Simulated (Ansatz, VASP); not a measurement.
Two plane-wave programs on VH3

```
V H
1.0
     2.77368    0.00000    0.00000
     0.00000    2.77368    0.00000
     0.00000    0.00000    2.77368
V H
1 3
Cartesian
  0.0000 0.0000 0.0000
  0.0000 1.3868 1.3868
  1.3868 0.0000 1.3868
  1.3868 1.3868 0.0000
```

Change from the starting cell: species swapped into the ZrIr3 type (Pm-3m, No. 221).

Alike in both runs: task relaxation of cell and atoms; functional PBE; k mesh 16 × 16 × 16; occupations gaussian, width 0.1 eV; collinear spin.

|  | VASP | Ansatz |
| --- | --- | --- |
| version | VASP 6.6.1 | Ansatz 0.2.0 |
| potentials or method | VASP PAW PBE potentials, release 64 (V_sv, H) | scalar-relativistic, plane waves, PAW |
| plane-wave cutoff (eV) | 600 | 420 |
| valence electrons in the cell | 16 | 16 |

Ansatz gave:

```
gap on the k mesh at the Fermi level, each at its own relaxed structure (eV) : none
net moment per atom (μB)                                                     : 0.11
size of the moment on the site where the two differ most (μB)                : 0.34
relaxed volume (Å³/atom)                                                     : 5.33
relaxed cell length with the largest relative difference (Å)                 : 2.773
```

Question: Which values does VASP return?

Answer: gap on the k mesh at the Fermi level, each at its own relaxed structure (eV): none; net moment per atom (μB): 0.11; size of the moment on the site where the two differ most (μB): 0.43; relaxed volume (Å³/atom): 5.33; relaxed cell length with the largest relative difference (Å): 2.774.

Site moments also hang on the region over which each program counts them. A gap of «none» marks a metal or a gap that the smearing closes.

Caveats: the relaxation stopped at its first step, so nothing moved.
